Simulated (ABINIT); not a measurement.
The system is ZrS2.

```
CELL_PARAMETERS angstrom
3.69138 0.00000 0.00000
-1.84569 3.19683 0.00000
0.00000 0.00000 6.04108
ATOMIC_POSITIONS crystal
Zr 0.00000 0.00000 0.00000
S 0.33333 0.66667 0.23791
S 0.66667 0.33333 0.76209
```

The cell is a database's computed one.

Base run:

| Item | Value |
| --- | --- |
| Program | ABINIT 10.8.3 (patched build) |
| Functional | PBEsol |
| Potentials or basis | JTH PAW PBE v2.0 |
| Cutoff | 544 eV |
| k mesh | 8 × 8 × 5 |
| Occupations | fermi-dirac, width 0.05 eV |
| Spin | no spin polarisation |
| Hubbard terms | Zr d U = 4 eV |

Its results: band gap on the k mesh 1.29 eV, indirect (least direct gap 1.96 eV); pressure -0.3 GPa; largest force 0.082 eV/Å.

Q: The run is repeated on the same cell with these changes: hubbard terms from Zr d U = 4 eV to Zr d U = 6 eV. What comes out?

A: Band gap on the k mesh 1.44 eV, indirect (least direct gap 2.13 eV); pressure 0.9 GPa; largest force 0.205 eV/Å.

Caveats: the PAW data sets were made with another functional, which shifts forces and pressure a little; an odd mesh through Γ misses points on the zone boundary, where band edges often lie; this functional lacks dispersion, which binds the layers, so the pressure and a relaxed spacing across them are unreliable.

Not every run made on this cell is shown here.
